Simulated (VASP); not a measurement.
```
CELL_PARAMETERS angstrom
      0.00000     2.88305     2.88305
      2.88305     0.00000     2.88305
      2.88305     2.88305     0.00000
ATOMIC_POSITIONS crystal
  Sr 0.00000 0.00000 0.00000
  F  0.25000 0.25000 0.25000
  F  0.75000 0.75000 0.75000
```

Computed with PBEsol GGA, VASP's PBE PAW potentials (set 64) (plane waves; VASP). Settings: 520 eV cut-off, 9×9×9 Γ-centred mesh, Gaussian smearing of 0.010 eV, potentials Sr_sv F.

Problem. Give the direction-averaged independent-particle dielectric function (no local fields, no excitons; a broadening of 0.1 eV leaves a tail below the gap, and fine structure carries the noise of the k-mesh).

Solution. 
```csv
ħω (eV),ε₁,ε₂
0.00,2.37,0.00
0.40,2.37,0.00
0.90,2.37,0.00
1.40,2.38,0.00
1.90,2.40,0.00
2.40,2.41,0.00
2.90,2.44,0.01
3.30,2.46,0.01
3.80,2.50,0.01
4.30,2.54,0.01
4.80,2.59,0.01
5.30,2.66,0.02
5.80,2.75,0.02
6.20,2.85,0.03
6.70,3.03,0.06
7.20,3.34,0.30
7.70,3.34,0.37
8.20,3.22,0.57
8.70,3.57,0.85
9.20,3.86,1.18
9.60,3.52,1.16
10.10,4.72,2.36
10.60,3.32,3.46
11.10,1.30,2.68
11.60,1.07,3.13
12.10,0.70,1.98
12.50,1.33,1.55
13.00,0.71,2.66
13.50,0.61,1.43
14.00,0.63,1.06
14.50,0.91,0.59
15.00,0.94,0.84
15.50,1.08,0.81
15.90,1.21,0.85
16.40,1.19,0.42
16.90,1.23,0.52
17.40,1.51,0.35
17.90,1.81,0.54
18.40,1.76,0.47
18.90,2.10,0.47
```
ε₂ peaks at 10.9 eV (height 4.4), 11.4 eV (height 3.4), 13.0 eV (height 2.7); ε₁(0) averages 2.37, so the electronic refractive index below the gap tends to √2.37 = 1.54.

The compound is SrF2 in the fluorite structure. It was relaxed first.
